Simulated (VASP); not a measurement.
Level of theory: HSE06 screened hybrid, VASP's PBE PAW potentials (set 64) (plane waves; VASP).

A VASP calculation is set up with these files.

INCAR:
```
! general
SYSTEM  =LiI
PREC    =Accurate
ENCUT   =400   ! plane-wave cut-off (eV)
LREAL   =.False.
LASPH   =.True.   ! aspherical one-centre terms
ISYM    =3

! electronic loop
EDIFF   =1E-04
NELM    =100   ! most electronic steps
ALGO    =Normal
LMAXMIX =4

! smearing
ISMEAR  =0
SIGMA   =0.01   ! width (eV)

! functional
GGA     =PE
LHFCALC =.True.
AEXX    =0.25
HFSCREEN=0.2   ! 1/Angstrom
PRECFOCK=Fast

! ions
ISIF    =2   ! forces and stress, cell fixed

! output
LWAVE   =.False.
LCHARG  =.False.
```

**POSCAR**
```
LiI
2.9996930
  0.0000000000   1.0000000000   1.0000000000
  1.0000000000   0.0000000000   1.0000000000
  1.0000000000   1.0000000000   0.0000000000
Li I
1 1
Direct
  0.0000000000   0.0000000000   0.0000000000
  0.5000000000   0.5000000000   0.5000000000
```

**KPOINTS**
```
Automatic mesh
0
Gamma
5 5 5
0.5 0.5 0.5
```

POTCAR, in this order: Li_sv I (PBE.64 set). Program: vasp_std.

Output

OUTCAR:
```
 ion  position               nearest neighbor table
   1  0.000  0.000  0.000-   2 3.00   2 3.00   2 3.00   2 3.00   2 3.00   2 3.00
   2  0.500  0.500  0.500-   1 3.00   1 3.00   1 3.00   1 3.00   1 3.00   1 3.00
  LATTYP: Found a face centered cubic cell.
 ALAT       =     5.9993860000
 Subroutine PRICEL returns:
 Original cell was already a primitive cell.
 Subroutine GETGRP returns: Found 48 space group operations
The static configuration has the point symmetry O_h .
The dynamic configuration has the point symmetry O_h .
 Subroutine INISYM returns: Found 48 space group operations
 Subroutine IBZKPT returns following result:
 Found     19 irreducible k-points:

 Following reciprocal coordinates:
            Coordinates               Weight
  0.100000  0.100000  0.100000      8.000000
  0.300000  0.100000  0.100000     24.000000
  0.500000  0.100000  0.100000     24.000000
 -0.300000  0.100000  0.100000     24.000000
 -0.100000  0.100000  0.100000     24.000000
  0.300000  0.300000  0.100000     24.000000
  0.500000  0.300000  0.100000     48.000000
 -0.300000  0.300000  0.100000     48.000000
 -0.100000  0.300000  0.100000     48.000000
...
```

File OSZICAR:
```
       N       E                     dE             d eps       ncg     rms          rms(c)
DAV:   1    -0.114400461037E+04   -0.11440E+04   -0.31098E+03   342   0.798E+02
DAV:   2    -0.118612833628E+04   -0.42124E+02   -0.39960E+02   471   0.131E+02
DAV:   3    -0.118795049709E+04   -0.18222E+01   -0.18213E+01   402   0.323E+01
DAV:   4    -0.118802926196E+04   -0.78765E-01   -0.78707E-01   554   0.667E+00
DAV:   5    -0.670108618107E+01    0.11813E+04   -0.37082E+00   345   0.112E+01    0.404E+00
DAV:   6    -0.673547678423E+01   -0.34391E-01   -0.30752E-01   509   0.334E+00    0.402E+00
DAV:   7    -0.673894311873E+01   -0.34663E-02   -0.21968E-02   429   0.107E+00    0.263E+00
DAV:   8    -0.673930949758E+01   -0.36638E-03   -0.25991E-03   501   0.387E-01    0.161E+00
DAV:   9    -0.673950818908E+01   -0.19869E-03   -0.44898E-04   445   0.192E-01    0.909E-01
DAV:  10    -0.673967644347E+01   -0.16825E-03   -0.19931E-04   423   0.122E-01    0.507E-01
DAV:  11    -0.673978509027E+01   -0.10865E-03   -0.74740E-05   351   0.774E-02    0.281E-01
DAV:  12    -0.673984691345E+01   -0.61823E-04   -0.28652E-05   187   0.515E-02
   1 F= -.67398469E+01 E0= -.67398469E+01  d E =-.872501E-86
```

OUTCAR:
```
------------------------ aborting loop because EDIFF is reached ----------------------------------------
  FORCE on cell =-STRESS in cart. coord.  units (eV):
  Direction    XX          YY          ZZ          XY          YZ          ZX
  --------------------------------------------------------------------------------------
  Total       -0.2547764     -0.2547764     -0.2547764      0.0000000      0.0000000      0.0000000
  in kB       -7.5615229     -7.5615229     -7.5615229      0.0000000      0.0000000      0.0000000
  external PRESSURE =      -7.5615229 kB  Pullay stress =       0.0000000 kB
  volume of cell :       53.98
      direct lattice vectors                 reciprocal lattice vectors
     0.000000000  2.999693000  2.999693000    -0.166683724  0.166683724  0.166683724
     2.999693000  0.000000000  2.999693000     0.166683724 -0.166683724  0.166683724
     2.999693000  2.999693000  0.000000000     0.166683724  0.166683724 -0.166683724
 POSITION                                       TOTAL-FORCE (eV/Angst)
 -----------------------------------------------------------------------------------
      0.00000      0.00000      0.00000        -0.000000     -0.000000     -0.000000
      2.99969      2.99969      2.99969         0.000000      0.000000      0.000000
 -----------------------------------------------------------------------------------
    total drift:                                0.000000      0.000000     -0.000004
  FREE ENERGIE OF THE ION-ELECTRON SYSTEM (eV)
  ---------------------------------------------------
  free  energy   TOTEN  =        -6.7398469135 eV

  energy  without entropy=       -6.7398469135  energy(sigma->0) =       -6.73984691

  exchange ACFDT corr.  =         0.00000000  see jH, gK, PRB 81, 115126
```
(Selected blocks of OUTCAR.)

**OUTCAR**
```
 val. band max:        1.4520704514   @ k =   0.1000   0.1000   0.1000

 cond. band min:       7.0430115777   @ k =   0.5000   0.5000   0.5000


 Fermi energy:         1.5897435527

 k-point     1 :       0.1000    0.1000    0.1000
  band No.  band energies     occupation
      1     -46.9836      2.00000
      2     -11.1551      2.00000
      3       1.0450      2.00000
      4       1.4521      2.00000
      5       1.4521      2.00000
      6       7.2343      0.00000
      7      10.4427      0.00000
      8      10.8544      0.00000
      9      10.8544      0.00000

 k-point     2 :       0.3000    0.1000    0.1000
  band No.  band energies     occupation
      1     -46.9836      2.00000
      2     -10.9199      2.00000
      3      -0.2532      2.00000
      4       0.9215      2.00000
      5       1.4359      2.00000
      6       7.9357      0.00000
      7       9.6315      0.00000
      8       9.8742      0.00000
      9      10.4455      0.00000

 k-point     3 :       0.5000    0.1000    0.1000
  band No.  band energies     occupation
      1     -46.9833      2.00000
      2     -10.6072      2.00000
      3      -1.5866      2.00000
      4       0.7767      2.00000
      5       1.1679      2.00000
      6       7.4841      0.00000
      7       8.8842      0.00000
      8       8.9495      0.00000
      9      12.6908      0.00000

 k-point     4 :      -0.3000    0.1000    0.1000
  band No.  band energies     occupation
      1     -46.9836      2.00000
      2     -10.6853      2.00000
      3      -1.2937      2.00000
      4       1.0065      2.00000
      5       1.0231      2.00000
      6       7.6518      0.00000
      7       8.7265      0.00000
      8       9.4961      0.00000
      9      11.6462      0.00000

 k-point     5 :      -0.1000    0.1000    0.1000
  band No.  band energies     occupation
      1     -46.9837      2.00000
      2     -11.0283      2.00000
      3       0.3704      2.00000
...
```

At this cut-off the stress carries a Pulay error, which pulls relaxed volumes low. Unless said otherwise, spin-orbit coupling is left out, though it shifts the bands of the heavy elements here.

The structure comes from a computed database's LiI entry; how it stands against other phases isn't given here. The cell was not relaxed at this level. The run is one of a series of settings (EDIFF = 1E-04 against the base run), some of them coarse on purpose.
